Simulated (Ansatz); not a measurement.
CdSe:

```
CELL_PARAMETERS angstrom
0.00000 2.87396 2.87396
2.87396 0.00000 2.87396
2.87396 2.87396 0.00000
ATOMIC_POSITIONS crystal
Cd 0.00000 0.00000 0.00000
Se 0.50000 0.50000 0.50000
```

Measurements of this composition are mostly on another form, of space group No. 186.

| Quantity | Value |
| --- | --- |
| Program | Ansatz 0.2.0 |
| Task | single point |
| Functional | PBE |
| Potentials or basis | all-electron LAPW, scalar-relativistic |
| Cutoff | 218 eV (chosen from the basis error) |
| Basis error allowed | 0.001 eV/atom |
| k mesh | 8 × 8 × 8 |
| Occupations | fermi-dirac, width 0.05 eV |
| Spin | no spin polarisation |

On this cell: pressure -0.3 GPa; largest force zero by symmetry; band gap on the k mesh none (metal or under the smearing width).

The same run follows on a disturbed copy (atoms moved at random, drawn with an rms of 0.05 Å):

```
Cd Se
1.0
     0.00000    2.87396    2.87396
     2.87396    0.00000    2.87396
     2.87396    2.87396    0.00000
Cd Se
1 1
Direct
  0.98646 0.00218 0.01217
  0.49273 0.50827 0.48448
```

Question: What does the disturbed cell give?

Answer: The energy (extrapolated to zero smearing) moves by +2.3 meV/atom; pressure -0.1 GPa; largest force 0.096 eV/Å; band gap on the k mesh none (metal or under the smearing width).

Forces in eV/Å, atoms in the order of the input:
```
Cd  -0.064 -0.063  0.035
Se   0.064  0.063 -0.035
```

Stress tensor (GPa, compression positive):
```
-0.06 -0.03  0.02
-0.03 -0.07  0.02
 0.02  0.02 -0.25
```
